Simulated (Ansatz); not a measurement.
Input of an Ansatz 0.2.0 run:

Contents of input.yaml:

```yaml
crystal:
  lattice:
    - [2.53211, 0.0, 0.0]
    - [0.0, 2.53211, 0.0]
    - [0.0, 0.0, 2.53211]
  atoms:
    - { symbol: Si, position: [0.5, 0.5, 0.5] }
kpoints:
  mp_grid: { grid: [10, 10, 10] }
scf:
  occupations: { method: fermi_dirac, width: 0.05 }
hamiltonian:
  xc: pbe
  pseudopotentials: { kind: all_electron, lapw: { basis_error: 0.001 } }
output:
  forces: true
  stress: true
  eigenvalues: true
  populations: true
```

Potentials or basis: all-electron LAPW, scalar-relativistic.

Command:

```bash
$ ansatz run input.yaml --threads 1 --pin off --max-ram 3072MiB --backend cpu --events-out ev --progress --plain --runs-dir out
```

Question: Estimate the band gap on the k mesh.

Answer: None (metal or under the smearing width).

Question: What does it give for the pressure?

Answer: 0.3 GPa.
